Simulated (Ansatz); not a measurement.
Crystal: SiNi3.

```
Ni Si
1.0
     3.54200    0.00000    0.00000
     0.00000    3.54200    0.00000
     0.00000    0.00000    3.54200
Ni Si
3 1
Direct
  0.50000 0.50000 0.00000
  0.50000 0.00000 0.50000
  0.00000 0.50000 0.50000
  0.00000 0.00000 0.00000
```

Base run:

- Program: Ansatz 0.2.0
- Functional: PBEsol
- Potentials or basis: Ansatz PAW
- Cutoff: 420 eV (not typed: the program's choice for these potentials)
- k mesh: 6 × 6 × 6
- Occupations: fermi-dirac, width 0.05 eV
- Spin: collinear spin, ferromagnetic start
- Starting moments: [2.0, 2.0, 2.0, 0.0] μB
- Fixed moment: 6 μB

Its results: pressure 17.2 GPa; site moments Ni +1.58; Si +0.55 μB.

Q: After a change of settings the same cell gave: pressure -13.4 GPa; site moments Ni +0.28; Si -0.00 μB. Which change was it?
A. fixed moment from 6 μB to 1.5 μB; moments at the start from [2.0, 2.0, 2.0, 0.0] to [0.5, 0.5, 0.5, 0.0]
B. fixed moment from 6 μB to 0.8 μB; moments at the start from [2.0, 2.0, 2.0, 0.0] to [0.27, 0.27, 0.27, 0.0]
C. fixed moment from 6 μB to 4.5 μB; moments at the start from [2.0, 2.0, 2.0, 0.0] to [1.5, 1.5, 1.5, 0.0]
D. fixed moment from 6 μB to 3 μB; moments at the start from [2.0, 2.0, 2.0, 0.0] to [1.0, 1.0, 1.0, 0.0]

A: B.

Caveats: the total moment is fixed, so each spin has its own Fermi level; the PAW data sets come from PBE, with cores solved anew for the run's functional, which leaves a small shift of forces and pressure; the thresholds are loose for stress.
